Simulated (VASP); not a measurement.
Crystal: CeO.

```
CELL_PARAMETERS angstrom
2.88810 0.00000 0.00000
0.00000 2.88810 0.00000
0.00000 0.00000 2.88810
ATOMIC_POSITIONS crystal
Ce 0.00000 0.00000 0.00000
O 0.50000 0.50000 0.50000
```

The cell comes from a database or a generator and needn't be the stable form of this composition.

Base run:

```yaml
Program: VASP 6.6.1
Functional: PBEsol
Potentials_or_basis: VASP PAW PBE potentials, release 64 (Ce, O)
Cutoff: 520 eV
k_mesh: 7 × 7 × 7
Occupations: gaussian, width 0.05 eV
Spin: collinear spin, ferromagnetic start
Starting_moments: "[1.0, 0.0] μB"
Fixed_moment: 3 μB
Hubbard_terms: Ce f U = 5 eV
```

Its results: pressure 68.8 GPa; net moment 3.00 μB per cell; site moments Ce +2.28; O +0.40 μB.

The run is repeated on the same cell with these changes: fixed moment from 3 μB to none; further incar settings from ALGO = Normal; EDIFF = 1e-06; NBANDS = 20 to ALGO = Fast; EDIFF = 1e-07. What comes out?

Pressure 45.2 GPa; net moment 0.94 μB per cell; site moments Ce +0.91; O -0.02 μB.

Caveats: the magnetic or orbital state may not be the lowest; a pressure of tens of GPa on the cell as given is suspect, and the run, the potentials or the cell itself is likely at fault; the PAW data sets were made with another functional, which shifts forces and pressure a little; the moment is held away from its start (some runs); the total moment is fixed, so each spin has its own Fermi level (some runs).
